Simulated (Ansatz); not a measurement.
Base system: GeO2 in the rutile structure (space group P4_2/mnm, No. 136; a = 4.4875 Å, c = 2.9050 Å).

Level of theory: PBE (Ansatz, a program for electronic structure; PAW; 420 eV plane waves; scalar-relativistic without spin-orbit coupling).

Its conduction minimum is a single valley at Γ with mass 0.21 mₑ.

It is then changed as follows: 0.292 electrons added to each cell, a density of 5.0×10^21 cm⁻³, with a uniform compensating background at fixed cell and a 300 K Fermi–Dirac width.

Task: Where would a parabolic band put the Fermi level, and where does the calculation put it?

Result: k_F = (3π²n)^(1/3) = 0.529 Å⁻¹, so ħ²k_F²/2m = 5.1 eV above the band edge at zero temperature. The calculation gives 2.30 eV (to 0.05 eV): the band is strongly non-parabolic or higher valleys fill at this density.

Carriers are added with a uniform compensating background; total energy and stress of such cells depend on the potential's zero and are not compared; many-body gap narrowing is missing at this level. The levels and masses belong to the bands next to the band gap. Effective masses come from finite differences of ±0.01 Å⁻¹. No phonon test of stability was made.
